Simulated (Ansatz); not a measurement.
Relaxation of Ba$_{2}$O

All numbers below come from Ansatz, DFT PBE, scalar-relativistic, plane waves, PAW. (420 eV cutoff, 6×6×6 k-mesh, Gaussian smearing of 0.10 eV, no spin polarisation)

What was changed in Cu2O: Cu → Ba on all its sites, cell and atoms relaxed.

Command:

```bash
ansatz run input.yaml --threads 1 --pin off --max-ram 2560MiB --backend cpu --events-out ev --progress --plain --runs-dir out
```

Input:

```yaml
crystal:
  lattice:
    - [6.0883151645, 0.0, 0.0]
    - [0.0, 6.0883151645, 0.0]
    - [0.0, 0.0, 6.0883151645]
  atoms:
    - { symbol: Ba, position: [0.25, 0.25, 0.25] }
    - { symbol: Ba, position: [0.25, 0.75, 0.75] }
    - { symbol: Ba, position: [0.75, 0.75, 0.25] }
    - { symbol: Ba, position: [0.75, 0.25, 0.75] }
    - { symbol: O, position: [0.0, 0.0, 0.0] }
    - { symbol: O, position: [0.5, 0.5, 0.5] }
basis:
  ecutwfc: 420
kpoints:
  mp_grid: { grid: [6, 6, 6] }
hamiltonian:
  xc: pbe
scf:
  occupations: { method: gaussian, width: 0.1 }
output:
  forces: true
  stress: true
  eigenvalues: true
relax:
  adjacent_minimum: "off"
  f_tol: 0.01
  max_steps: 60
  cell: { stress_tol: 0.1 }
```

F is the free energy. Steps run on the plane waves of an earlier cell, but the last one, and at times one on the way, on a freshly chosen basis, so a repeated geometry can differ a little in energy.

Steps:

| step | F − F(1) (eV) | largest force component (eV/Å) | V (Å³/atom) | P (GPa) |
| --- | --- | --- | --- | --- |
| 1 | 0.0000 | 0.000 | 37.613 | 0.21 |
| 2 | 0.0020 | 0.000 | 38.158 | -0.19 |
| 3 | 0.0000 | 0.000 | 37.896 | 0.00 |
| 4 | -0.0009 | 0.000 | 37.896 | 0.01 |

Relaxed structure:

```yaml
crystal:
  lattice:
    - [6.10351, 0.00000, 0.00000]
    - [0.00000, 6.10351, 0.00000]
    - [0.00000, 0.00000, 6.10351]
  atoms:
    - { symbol: Ba, position: [0.25000, 0.25000, 0.25000] }
    - { symbol: Ba, position: [0.25000, 0.75000, 0.75000] }
    - { symbol: Ba, position: [0.75000, 0.75000, 0.25000] }
    - { symbol: Ba, position: [0.75000, 0.25000, 0.75000] }
    - { symbol: O, position: [0.00000, 0.00000, 0.00000] }
    - { symbol: O, position: [0.50000, 0.50000, 0.50000] }
```

It takes space group Pn-3m (No. 224, cubic). Conventional cell: a = 6.104 Å, b = 6.104 Å, c = 6.104 Å, α = 90.00°, β = 90.00°, γ = 90.00°. Ba (site symmetry -3m) has 2 O at 2.64 Å as nearest neighbours. O (site symmetry -43m) is surrounded by 4 Ba at 2.64 Å.

The run converged. It took 21 s on 1 thread of Intel(R) Xeon(R) 6975P-C (Granite Rapids) (shared host), peak memory 0.52 GiB.